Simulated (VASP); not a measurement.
# ZnCu (Pm-3m) in VASP: further runs

The runs below take ZnCu through single point, with RPBE, PBE.

Program: VASP 6.6.1. These are calculated values, not measurements. Logs are shortened: lines on timing, memory, paths and dates and some standing lists are left out, and cuts for length are marked.

**1. The crystal as given**

The structure is cubic, space group Pm-3m (No. 221). Conventional cell: a = 2.945 Å, b = 2.945 Å, c = 2.945 Å, α = 90.00°, β = 90.00°, γ = 90.00°. Around Zn (site symmetry m-3m) lie 8 Cu at 2.55 Å. Cu (site symmetry m-3m) has 8 Zn at 2.55 Å as nearest neighbours.

**2. Single point, RPBE**

INCAR

```
  PREC = Accurate
  ENCUT = 520
  EDIFF = 1E-6
  ISMEAR = 0
  SIGMA = 0.02
  LREAL = False
  LASPH = True
  NELM = 100
  ALGO = Normal
  ISIF = 2
  LWAVE = False
  LCHARG = False
  GGA = RP
  NBANDS = 18
```

KPOINTS

```
regular mesh
0
Gamma
  9 9 9
```

POSCAR

```
ZnCu
1.0
    2.9450000000      0.0000000000      0.0000000000
    0.0000000000      2.9450000000      0.0000000000
    0.0000000000      0.0000000000      2.9450000000
Zn Cu
1 1
Direct
    0.5000000000      0.5000000000      0.5000000000
    0.0000000000      0.0000000000      0.0000000000
```

Potentials or basis: VASP PAW PBE potentials, release 64 (Zn, Cu).

Launch:

```
> cat potpaw_PBE.64/Zn/POTCAR potpaw_PBE.64/Cu/POTCAR > POTCAR
> mpirun -np 1 vasp_std > vasp.out
```

OUTCAR:

```text
PREC = Accurate
   ENCUT = 520
   EDIFF = 1E-6
   ISMEAR = 0
   LREAL = False
   LASPH = True
   NELM = 100
   ISIF = 2
   GGA = RP

 ion  position               nearest neighbor table
   1  0.500  0.500  0.500-   2 2.55   2 2.55   2 2.55   2 2.55   2 2.55   2 2.55   2 2.55   2 2.55

   2  0.000  0.000  0.000-   1 2.55   1 2.55   1 2.55   1 2.55   1 2.55   1 2.55   1 2.55   1 2.55

  LATTYP: Found a simple cubic cell.
 ALAT       =     2.9450000000

  Lattice vectors:

 A1 = (   2.9450000000,   0.0000000000,   0.0000000000)
 A2 = (   0.0000000000,   2.9450000000,   0.0000000000)
 A3 = (   0.0000000000,   0.0000000000,   2.9450000000)

Analysis of symmetry for initial positions (statically):
=====================================================================
 Subroutine PRICEL returns:
 Original cell was already a primitive cell.

 Routine SETGRP: Setting up the symmetry group for a
 simple cubic supercell.

 Subroutine GETGRP returns: Found 48 space group operations
 (whereof 48 operations were pure point group operations)
 out of a pool of 48 trial point group operations.

The static configuration has the point symmetry O_h .

Analysis of symmetry for dynamics (positions and initial velocities):
=====================================================================
 Subroutine PRICEL returns:
 Original cell was already a primitive cell.

 Routine SETGRP: Setting up the symmetry group for a
 simple cubic supercell.

 Subroutine GETGRP returns: Found 48 space group operations
 (whereof 48 operations were pure point group operations)
 out of a pool of 48 trial point group operations.

The dynamic configuration has the point symmetry O_h .

 Subroutine INISYM returns: Found 48 space group operations
 (whereof 48 operations are pure point group operations),
 and found     1 'primitive' translations

----------------------------------------------------------------------------------------

                                     Primitive cell

  volume of cell :      25.5421

  direct lattice vectors                    reciprocal lattice vectors
     2.945000000  0.000000000  0.000000000     0.339558574  0.000000000  0.000000000
     0.000000000  2.945000000  0.000000000     0.000000000  0.339558574  0.000000000
     0.000000000  0.000000000  2.945000000     0.000000000  0.000000000  0.339558574

  length of vectors
     2.945000000  2.945000000  2.945000000     0.339558574  0.339558574  0.339558574

  position of ions in fractional coordinates (direct lattice)
     0.500000000  0.500000000  0.500000000
     0.000000000  0.000000000  0.000000000

  ion indices of the primitive-cell ions
   primitive index   ion index
                 1           1
                 2           2

----------------------------------------------------------------------------------------

 KPOINTS: regular mesh

Automatic generation of k-mesh.
 Grid dimensions read from file:
 generate k-points for:    9    9    9

 Generating k-lattice:

  Cartesian coordinates                     Fractional coordinates (reciprocal lattice)
     0.037728730  0.000000000  0.000000000     0.111111111  0.000000000  0.000000000
     0.000000000  0.037728730  0.000000000     0.000000000  0.111111111  0.000000000
     0.000000000  0.000000000  0.037728730     0.000000000  0.000000000  0.111111111

  Length of vectors
     0.037728730  0.037728730  0.037728730

  Shift w.r.t. Gamma in fractional coordinates (k-lattice)
     0.000000000  0.000000000  0.000000000

 Subroutine IBZKPT returns following result:
 ===========================================

 Found     35 irreducible k-points:

 Following reciprocal coordinates:
            Coordinates               Weight
  0.000000  0.000000  0.000000      1.000000
  0.111111  0.000000  0.000000      6.000000
  0.222222  0.000000  0.000000      6.000000
  0.333333  0.000000  0.000000      6.000000
  0.444444  0.000000  0.000000      6.000000
  0.111111  0.111111  0.000000     12.000000
[... 16 lines left out ...]
  0.333333  0.333333  0.111111     24.000000
  0.444444  0.333333  0.111111     48.000000
 [... further k-points ...]
   k-points           NKPTS =     35   k-points in BZ     NKDIM =     35   number of bands    NBANDS=     18
   number of dos      NEDOS =    301   number of ions     NIONS =      2
   total plane-waves  NPLWV =  13824
   dimension x,y,z NGX =    24 NGY =   24 NGZ =   24
   dimension x,y,z NGXF=    48 NGYF=   48 NGZF=   48
   ions per type =               1   1
   NGX,Y,Z   is equivalent  to a cutoff of  13.55, 13.55, 13.55 a.u.
   NGXF,Y,Z  is equivalent  to a cutoff of  27.10, 27.10, 27.10 a.u.
 SYSTEM =  unknown system
   PREC   = accura    normal or accurate (medium, high low for compatibility)
   ISTART =      0    job   : 0-new  1-cont  2-samecut
   ICHARG =      2    charge: 1-file 2-atom 10-const
   ISPIN  =      1    spin polarized calculation?
   LNONCOLLINEAR =      F non collinear calculations
   LSORBIT =      F    spin-orbit coupling
   LASPH  =      T    aspherical Exc in radial PAW
   ENCUT  =  520.0 eV  38.22 Ry    6.18 a.u.   5.48  5.48  5.48*2*pi/ulx,y,z
   NELM   =    100;   NELMIN=  2; NELMDL= -5     # of ELM steps
   EDIFF  = 0.1E-05   stopping-criterion for ELM
   LREAL  =      F    real-space projection
   EDIFFG = 0.1E-04   stopping-criterion for IOM
   NSW    =      0    number of steps for IOM
   IBRION =     -1    ionic relax: 0-MD 1-quasi-New 2-CG
   NFREE  =      0    steps in history (QN), initial steepest desc. (CG)
   ISIF   =      2    stress and relaxation
   ISYM   =      2    0-nonsym 1-usesym 2-fastsym
   POTIM  = 0.5000    time-step for ionic-motion
   TEBEG  =    0.0;   TEEND  =   0.0 temperature during run
   PSTRESS=    0.0 pullay stress
   NELECT =      23.0000    total number of electrons
   NUPDOWN=      -1.0000    fix difference up-down
   EMIN   =  10.00;   EMAX   =-10.00  energy-range for DOS
   EFERMI =   0.00;   METHOD = LEGACY
   ISMEAR =     0;   SIGMA  =   0.02  broadening in eV -4-tet -1-fermi 0-gaus
   EFERMI_NEDOS =   21; number of points for ismear=-14 and -15
   IALGO  =     38    algorithm
   IMIX   =      4    mixing-type and parameters
     AMIX     =   0.40;   BMIX     =  1.00
     AMIX_MAG =   1.60;   BMIX_MAG =  1.00
  volume/ion in A,a.u.               =      12.77        86.18
  Fermi-wavevector in a.u.,A,eV,Ry     =   1.580880  2.987429 34.003415  2.499180
  Thomas-Fermi vector in A             =   2.681040
   LORBIT       =      0    0 simple, 1 ext, 2 COOP (PROOUT), +10 PAW based schemes
   GGA     = RP    functional components
   LHFCALC =     F    Hartree Fock is set to
   AEXX    =    0.0000 exact exchange contribution
   IVDW    =     0    specifies the selected vdW correction
   LEPSILON=     F    determine dielectric tensor
   LRPA    =     F    only Hartree local field effects (RPA)
 non-spin polarized calculation
 Gauss-broadening in eV      SIGMA  =   0.02
  energy-cutoff  :      520.00
  volume of cell :       25.54
 maximum number of plane-waves:       711
 NGX is ok and might be reduce to    24
   NGX = 11   NGY = 11   NGZ = 11

 number of electron      23.0000000 magnetization

 Free energy of the ion-electron system (eV)
  ---------------------------------------------------
  ext. energy  EPLUGINS =         0.00000000
  ---------------------------------------------------
  free energy    TOTEN  =        -4.11703600 eV

  energy without entropy =       -4.11698931  energy(sigma->0) =       -4.11701266

 E-fermi :   5.8423     XC(G=0): -12.2646

 val. band max:        5.6853806390   @ k =   0.3333   0.3333   0.0000
 cond. band min:       5.8710748823   @ k =   0.4444   0.4444   0.2222
 fundamental gap:      0.1856942433
 Fermi energy:         5.8422665605

 k-point     1 :       0.0000    0.0000    0.0000
  band No.  band energies     occupation
      1      -4.6365      2.00000
      2      -2.1508      2.00000
      3      -2.1508      2.00000
      4      -1.4533      2.00000
      5      -1.4533      2.00000
      6      -1.4533      2.00000
[... 10 lines left out ...]
     17      18.0882      0.00000
     18      29.0723      0.00000

 k-point     2 :       0.1111    0.0000    0.0000
  band No.  band energies     occupation
      1      -4.4138      2.00000
      2      -2.1254      2.00000
      3      -2.1031      2.00000
      4      -1.4726      2.00000
      5      -1.4726      2.00000
      6      -1.4437      2.00000
[... 10 lines left out ...]
     17      19.6894      0.00000
     18      27.0630      0.00000

 k-point     3 :       0.2222    0.0000    0.0000
  band No.  band energies     occupation
      1      -3.7666      2.00000
      2      -2.0599      2.00000
      3      -1.9660      2.00000
      4      -1.5213      2.00000
      5      -1.5213      2.00000
      6      -1.4194      2.00000
[... 10 lines left out ...]
     17      23.6320      0.00000
     18      24.3717      0.00000

 k-point     4 :       0.3333    0.0000    0.0000
  band No.  band energies     occupation
      1      -2.8280      2.00000
      2      -1.9833      2.00000
      3      -1.6886      2.00000
      4      -1.5762      2.00000
      5      -1.5762      2.00000
      6      -1.3914      2.00000
[... 10 lines left out ...]
     17      21.5177      0.00000
     18      21.5177      0.00000

 k-point     5 :       0.4444    0.0000    0.0000
  band No.  band energies     occupation
      1      -2.2248      2.00000
      2      -1.9321      2.00000
      3      -1.6118      2.00000
      4      -1.6118      2.00000
      5      -1.3729      2.00000
      6      -0.8325      2.00000
[... 10 lines left out ...]
     17      18.9642      0.00000
     18      19.6479      0.00000

 k-point     6 :       0.1111    0.1111    0.0000
  band No.  band energies     occupation
      1      -4.1942      2.00000
      2      -2.0920      2.00000
      3      -2.0655      2.00000
      4      -1.4923      2.00000
      5      -1.4822      2.00000
      6      -1.4490      2.00000
[... 10 lines left out ...]
     17      20.2195      0.00000
     18      24.2580      0.00000

 k-point     7 :       0.2222    0.1111    0.0000
  band No.  band energies     occupation
      1      -3.5612      2.00000
      2      -2.0281      2.00000
      3      -1.9354      2.00000
      4      -1.5337      2.00000
      5      -1.5286      2.00000
      6      -1.4402      2.00000
[... 10 lines left out ...]
     17      21.2896      0.00000
     18      23.8257      0.00000

 k-point     8 :       0.3333    0.1111    0.0000
  band No.  band energies     occupation
      1      -2.6754      2.00000
      2      -1.9551      2.00000
      3      -1.7671      2.00000
      4      -1.5857      2.00000
      5      -1.4427      2.00000
      6      -1.4255      2.00000
[... 10 lines left out ...]
     17      20.9167      0.00000
     18      21.6913      0.00000
[... 229 lines left out ...]
     17      21.9271      0.00000
     18      22.3328      0.00000

 k-point    20 :       0.2222    0.2222    0.1111
  band No.  band energies     occupation
      1      -2.8106      2.00000
      2      -1.9255      2.00000
      3      -1.8135      2.00000
      4      -1.5832      2.00000
      5      -1.5821      2.00000
      6      -1.4433      2.00000
[... 10 lines left out ...]
     17      21.7850      0.00000
     18      22.1414      0.00000

 k-point    21 :       0.3333    0.2222    0.1111
  band No.  band energies     occupation
      1      -2.2530      2.00000
      2      -1.9077      2.00000
      3      -1.7106      2.00000
      4      -1.6514      2.00000
      5      -1.5580      2.00000
      6      -1.0308      2.00000
[... 10 lines left out ...]
     17      21.3528      0.00000
     18      22.6439      0.00000

 k-point    22 :       0.4444    0.2222    0.1111
  band No.  band energies     occupation
      1      -2.0489      2.00000
      2      -1.9207      2.00000
      3      -1.7089      2.00000
      4      -1.6664      2.00000
      5      -1.5577      2.00000
      6       0.1114      2.00000
[... 10 lines left out ...]
     17      22.1919      0.00000
     18      23.1716      0.00000

 k-point    23 :       0.3333    0.3333    0.1111
  band No.  band energies     occupation
      1      -2.1762      2.00000
      2      -1.9340      2.00000
      3      -1.6872      2.00000
      4      -1.6475      2.00000
      5      -1.4738      2.00000
      6      -0.3131      2.00000
[... 10 lines left out ...]
     17      20.1344      0.00000
     18      21.9095      0.00000

 k-point    24 :       0.4444    0.3333    0.1111
  band No.  band energies     occupation
      1      -2.1997      2.00000
      2      -1.9281      2.00000
      3      -1.7303      2.00000
      4      -1.6727      2.00000
      5      -1.3706      2.00000
      6       0.6305      2.00000
[... 10 lines left out ...]
     17      21.0129      0.00000
     18      22.1428      0.00000

 [... further k-points ...]

------------------------ aborting loop because EDIFF is reached ----------------------------------------

  FORCE on cell =-STRESS in cart. coord.  units (eV):
  Direction    XX          YY          ZZ          XY          YZ          ZX
  --------------------------------------------------------------------------------------
  -------------------------------------------------------------------------------------
  Total        1.1708481      1.1708481      1.1708481      0.0000000      0.0000000      0.0000000
  in kB       73.4438169     73.4438169     73.4438169      0.0000000      0.0000000      0.0000000
  external PRESSURE =      73.4438169 kB  Pullay stress =       0.0000000 kB

 VOLUME and BASIS-vectors are now :
 -----------------------------------------------------------------------------
  energy-cutoff  :      520.00
  volume of cell :       25.54
      direct lattice vectors                 reciprocal lattice vectors
     2.945000000  0.000000000  0.000000000     0.339558574  0.000000000  0.000000000
     0.000000000  2.945000000  0.000000000     0.000000000  0.339558574  0.000000000
     0.000000000  0.000000000  2.945000000     0.000000000  0.000000000  0.339558574

 POSITION                                       TOTAL-FORCE (eV/Angst)
 -----------------------------------------------------------------------------------
      1.47250      1.47250      1.47250         0.000000      0.000000      0.000000
      0.00000      0.00000      0.00000         0.000000      0.000000      0.000000
 -----------------------------------------------------------------------------------
    total drift:                                0.000000      0.000000     -0.000000

  FREE ENERGIE OF THE ION-ELECTRON SYSTEM (eV)
  ---------------------------------------------------
  free  energy   TOTEN  =        -4.1170360046 eV

  energy  without entropy=       -4.1169893055  energy(sigma->0) =       -4.11701266
```

Wall time 9.5 s (1 thread of Intel Xeon 6975P-C (Granite Rapids), shared host); peak memory 0.13 GiB.

Results:

```yaml
Free_energy: -4.1170 eV
Pressure: 7.3 GPa
Band_gap_on_the_k_mesh: none (metal or under the smearing width)
```

Caveat: the PAW data sets were made with another functional, which shifts forces and pressure a little.

[end of part 1 of 2]
